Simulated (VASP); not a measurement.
# Settings for PbSe: relaxation of the atoms

PbSe, P1 (no. 1), 8 atoms in the cell. PBE, relaxation of the atoms; PAW potentials Pb_d, Se (PBE set). VASP 6.6.1.

Wanted: energy within 1 meV/atom; two shortest distances of each atom within 0.01 Å.

POSCAR:
```
PbSe
1.0
    6.1213000000      0.0000000000      0.0000000000
    0.0000000000      6.1213000000      0.0000000000
    0.0000000000      0.0000000000      6.1213000000
Pb Se
4 4
Direct
    0.0073000000      0.0047010000      0.0010120000
    0.4886400000      0.5056490000      0.0023240000
    0.4973120000      0.0019790000      0.5013980000
    0.0067180000      0.4957230000      0.5034600000
    0.4950540000      0.4935580000      0.4918150000
    0.0101670000     -0.0041490000      0.4939620000
   -0.0054610000      0.4924910000     -0.0026360000
    0.5002700000      0.0100480000      0.0086660000
```

The series start from Force threshold EDIFFG (eV/Å): -0.02; Electronic threshold EDIFF (eV): 1e-6; Relaxation method: conjugate gradient, POTIM 0.5; Mixing and least electronic steps: default. Each series keeps the choices made before it, and each single choice may use up half of a tolerance.

## Force threshold EDIFFG (eV/Å)

| Force threshold EDIFFG (eV/Å) | Energy less reference (meV/atom) | Two shortest distances of each atom, largest deviation (Å) | Time (s) |
|---|---|---|---|
| -0.1 | 1.0 | 0.023 | 12 |
| -0.05 | 0.2 | 0.006 | 25 |
| -0.03 | 0.1 | 0.007 | 35 |
| -0.02 | 0.0 | 0.003 | 31 |
| -0.01 | 0.0 | 0.001 | 41 |
| -0.005 | 0.0 | 0.000 | 44 |
| -0.002 (reference) | 0.0 | 0.000 | 56 |

Chosen: -0.02, the loosest value from which every tighter one stays within half of the tolerance.

## Electronic threshold EDIFF (eV)

| Electronic threshold EDIFF (eV) | Energy less reference (meV/atom) | Two shortest distances of each atom, largest deviation (Å) | SCF iterations | Time (s) |
|---|---|---|---|---|
| 0.001 | 0.2 | 0.006 | 88 | 48 |
| 0.0001 | 0.1 | 0.004 | 58 | 29 |
| 1e-5 | 0.0 | 0.003 | 74 | 34 |
| 1e-6 | 0.0 | 0.000 | 82 | 31 |
| 1e-7 (reference) | 0.0 | 0.000 | 95 | 41 |

Chosen: 0.0001.

## Relaxation method

| Relaxation method | Energy less reference (meV/atom) | Two shortest distances of each atom, largest deviation (Å) | SCF iterations | Time (s) |
|---|---|---|---|---|
| conjugate gradient, POTIM 0.5 | 0.0 | 0.000 | 58 | 29 |
| conjugate gradient, POTIM 0.2 | 0.0 | 0.003 | 60 | 32 |
| conjugate gradient, POTIM 1.0 | 0.0 | 0.002 | 50 | 27 |
| quasi-Newton, POTIM 0.5 | 0.1 | 0.006 | 45 | 24 |
| quasi-Newton, POTIM 0.3, 10 steps kept | 0.1 | 0.005 | 36 | 18 |
| quasi-Newton, POTIM 0.5, at least 5 electronic steps | 0.0 | 0.004 | 51 | 24 |
| damped dynamics, POTIM 0.2, SMASS 0.4 | 0.1 | 0.005 | 53 | 28 |
| damped dynamics, POTIM 0.4, SMASS 0.8 | 0.1 | 0.003 | 49 | 25 |
| velocity quench, POTIM 0.1 | 0.0 | 0.002 | 36 | 18 |

Chosen: velocity quench, POTIM 0.1, the fastest of those that stay within half of the tolerance.

## Mixing and least electronic steps

| Mixing and least electronic steps | Energy less reference (meV/atom) | Two shortest distances of each atom, largest deviation (Å) | SCF iterations | Time (s) |
|---|---|---|---|---|
| default | 0.0 | 0.000 | 36 | 18 |
| MAXMIX 40 | 0.0 | 0.003 | 40 | 20 |
| NELMIN 4 | 0.0 | 0.001 | 39 | 19 |
| NELMIN 4, MAXMIX 40 | 0.1 | 0.002 | 35 | 16 |
| ALGO Fast | 0.2 | 0.005 | 47 | 22 |

Chosen: default; no other choice that stays within half of the tolerance saves 30 % of the time.

## All choices together

| Input | Energy less reference (meV/atom) | Two shortest distances of each atom, largest deviation (Å) | Time (s) |
|---|---|---|---|
| program defaults (naive) | 0.3 | 0.011 | 14 |
| chosen settings | 0.1 | 0.008 | 18 |
| reference settings throughout | 0.0 | 0.000 | 57 |

The tolerance is met.

## The input

INCAR:
```
PREC = Normal
ENCUT = 300
EDIFF = 1E-4
ISMEAR = 0
SIGMA = 0.05
LREAL = False
LASPH = True
NELM = 100
ALGO = Normal
LWAVE = False
LCHARG = False
IBRION = 3
NSW = 150
ISIF = 2
EDIFFG = -0.02
POTIM = 0.1
KPAR = 8
```

KPOINTS:
```
k-points
0
Gamma
  3 3 3
```

Commands:
```
cat potpaw_PBE.64/Pb_d/POTCAR potpaw_PBE.64/Se/POTCAR > POTCAR
mpirun -np 8 vasp_std > vasp.out
```

Limits: the start was distorted on purpose (atoms moved at random), so the space group given is the start's and not the crystal's.

The chosen input took VASP 6.6.1 18 s on 8 cores (AMD EPYC 9R45 (Zen 5)), a shared host.

## An input that fails: ionic step far too long

VASP's message: internal error in: us.F  at line: 1398 internal ERROR SETYLM_AUG: -35 29 1533 21 -36 28 28 If you are not a developer, you should not encounter this problem. Please submit a bug report.

Changes against the starting input:
```
- NELM = 100
- IBRION = 2
- NSW = 150
- POTIM = 0.5
+ NELM = 60
+ IBRION = 3
+ NSW = 30
+ POTIM = 5.0
+ SMASS = 0.4
```
